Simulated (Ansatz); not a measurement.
**Cd: response to strain**

Aim: deform Cd (xy engineering shear strain of -1.5 %) and compute stress, forces and field gradients with LAPW, PAW and all-electron datasets made for the crystal.

Program: Ansatz 0.2.0. Level of theory: DFT PBE, scalar-relativistic. These are calculated values, not measurements.

1 further run of the same task is left out (set aside as unsound or not needed).

### Step 1. The structure to begin with

Symmetry: P6_3/mmc, No. 194, hexagonal system. Conventional cell: a = 3.062 Å, b = 3.062 Å, c = 5.592 Å, α = 90.00°, β = 90.00°, γ = 120.00°. Cd (site symmetry -6m2) has 12 Cd at 3.06 to 3.31 Å as nearest neighbours.

As a file:

```
Cd
1.0
     3.06157    0.00000    0.00000
    -1.53078    2.65139    0.00000
     0.00000    0.00000    5.59178
Cd
2
Cartesian
  0.0000 1.7676 1.3979
  1.5308 0.8838 4.1938
```

Atoms are numbered in the order of the input: Cd1, Cd2.

### Step 2. After the deformation

Space group P6_3/mmc before, P2_1/m after.

### Step 3. Full-potential LAPW

Input file input.yaml:

```yaml
crystal:
  lattice:
    - [3.0615656364, -0.0229617423, 0.0]
    - [-1.5506682704, 2.6628744877, 0.0]
    - [0.0, 0.0, 5.591779396]
  atoms:
    - { symbol: Cd, position: [0.3333333333, 0.6666666667, 0.25] }
    - { symbol: Cd, position: [0.6666666667, 0.3333333333, 0.75] }
kpoints:
  mp_grid: { grid: [14, 14, 8] }
scf:
  occupations: { method: fermi_dirac, width: 0.05 }
hamiltonian:
  xc: pbe
  pseudopotentials: { kind: all_electron, lapw: { basis_error: 0.0005 } }
output:
  forces: true
  stress: true
  eigenvalues: true
```

Started as:

```sh
$ ansatz run input.yaml --threads 1 --pin off --max-ram 2048MiB --backend cpu --events-out ev --progress --plain --runs-dir out
```

### Step 4. PAW with frozen cores

Changes to input.yaml since step 3:

```diff
@@ -14,3 +14,3 @@
   xc: pbe
-  pseudopotentials: { kind: all_electron, lapw: { basis_error: 0.0005 } }
+  pseudopotentials: { kind: paw }
 output:
@@ -19 +19,2 @@
   eigenvalues: true
+  efg: { contact_densities: true }
```

### Step 5. All-electron PAW on datasets made for the crystal

Changes to input.yaml since step 4:

```diff
@@ -14,3 +14,3 @@
   xc: pbe
-  pseudopotentials: { kind: paw }
+  pseudopotentials: { kind: all_electron, datasets: crystal }
 output:
```

(Steps that only read results are left out.)

Q: Predict the outcome of this session. Wanted: pressure; largest shear or deviatoric stress.

As calculated:

| quantity | value |
| --- | --- |
| pressure | LAPW 0.03, PAW 0.02, crystal datasets 0.03 GPa |
| largest shear or deviatoric stress (LAPW) | 0.13 GPa |

The largest part of the stress beyond the pressure is 0.13 GPa in size, in the xy component; the atoms are carried along and not relaxed. No run of the undeformed cell stands beside it, so the pressure holds what the given cell had before the change. PAW: stress within 0.01 GPa of LAPW. Crystal datasets: stress within 0.01 GPa of LAPW.
